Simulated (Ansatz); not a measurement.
# TaN: response to biaxial strain in the a-b plane

The task here is to estimate one member of a computed series from the others.

Method: DFT r2SCAN, scalar-relativistic, plane waves, PAW, in Ansatz 0.2.0.

3 further runs of the same task are left out: 3 set aside as unsound or not needed.

**The starting structure**

Symmetry: P6/mmm, No. 191, hexagonal system. Conventional cell: a = 5.239 Å, b = 5.239 Å, c = 2.905 Å, α = 90.00°, β = 90.00°, γ = 120.00°. Ta (site symmetry 6/mmm) is surrounded by 6 N at 2.62 Å and 2 Ta at 2.90 Å. Ta (site symmetry -6m2) has 6 N at 2.10 Å as nearest neighbours. N (site symmetry mmm) is surrounded by 6 Ta at 2.10 to 2.62 Å.

Coordinates:

```cif
data_structure
_symmetry_space_group_name_H-M 'P 1'
_symmetry_Int_Tables_number 1
_cell_length_a 5.2393
_cell_length_b 5.2393
_cell_length_c 2.9048
_cell_angle_alpha 90.000
_cell_angle_beta 90.000
_cell_angle_gamma 120.000
_cell_volume 69.05
loop_
_atom_site_label
_atom_site_type_symbol
_atom_site_fract_x
_atom_site_fract_y
_atom_site_fract_z
_atom_site_occupancy
Ta1 Ta 0.00000 0.00000 0.00000 1
Ta2 Ta 0.33333 0.66667 0.50000 1
Ta3 Ta 0.66667 0.33333 0.50000 1
N1 N 0.50000 0.00000 0.00000 1
N2 N 0.50000 0.50000 0.00000 1
N3 N 0.00000 0.50000 0.00000 1
```

It is the result of an earlier relaxation at this level (volume 11.51 Å³/atom; gap on the mesh: none (metal)).

The first run:

Contents of input.yaml:

```yaml
crystal:
  lattice:
    - [5.2392842524, 0.0, 0.0]
    - [-2.6196421262, 4.5373532602, 0.0]
    - [0.0, 0.0, 2.9047770777]
  atoms:
    - { symbol: Ta, position: [0.0, 0.0, 0.0] }
    - { symbol: Ta, position: [0.3333333333, 0.6666666667, 0.5] }
    - { symbol: Ta, position: [0.6666666667, 0.3333333333, 0.5] }
    - { symbol: "N", position: [0.5, 0.0, 0.0] }
    - { symbol: "N", position: [0.5, 0.5, 0.0] }
    - { symbol: "N", position: [0.0, 0.5, 0.0] }
basis:
  ecutwfc: 500
kpoints:
  mp_grid: { grid: [12, 12, 12] }
hamiltonian:
  xc: r2scan
scf:
  occupations: { method: gaussian, width: 0.1 }
output:
  forces: true
  stress: true
  eigenvalues: true
```

Launch:

```sh
$ ansatz run input.yaml --threads 1 --pin off --max-ram 2560MiB --backend cpu --events-out ev --progress --plain --runs-dir out
```

Among the steps run: The unstrained reference; Strain -2.0 %; Strain +2.0 %; Strain -4.0 %; At +4.0 %; At -6.0 %; Strain +6.0 %.

One table of the session follows, with a row left open; its other results are not shown here.

Lengths are those of the vectors of the cell that was run; stresses in GPa:

| strain (%) | ΔE (meV/atom) | a (Å) | b (Å) | c (Å) |
| --- | --- | --- | --- | --- |
| -6.0 | 137.9 | 4.925 | 4.925 | 3.031 |
| -4.0 | 61.8 | 5.030 | 5.030 | 2.980 |
| -2.0 | 15.4 | 5.134 | 5.134 | 2.938 |
| +0.0 | 0.0 | 5.239 | 5.239 | 2.905 |
| +2.0 | 14.6 | 5.344 | 5.344 | 2.877 |
| +4.0 | ? | ? | ? | ? |
| +6.0 | 123.4 | 5.554 | 5.554 | 2.832 |

Estimate the missing values for strain (%) = +4.0.

Worked estimate for «ΔE (meV/atom)». A straight line through the neighbours (2.0, 14.6) and (6.0, 123.4) gives 14.6 + (123.4 − 14.6) × (4.0 − 2.0) / (6.0 − 2.0) = 69.0; a parabola fitted to 3 rows on both sides gives 55.7.

As computed: ΔE (meV/atom): 56.7; a (Å): 5.449; b (Å): 5.449; c (Å): 2.853. In «ΔE (meV/atom)» the line misses by +12.3 and the parabola by -1.0.

ΔE is over the unstrained cell. Stress in GPa, positive in compression, on the Cartesian axes of the input. 
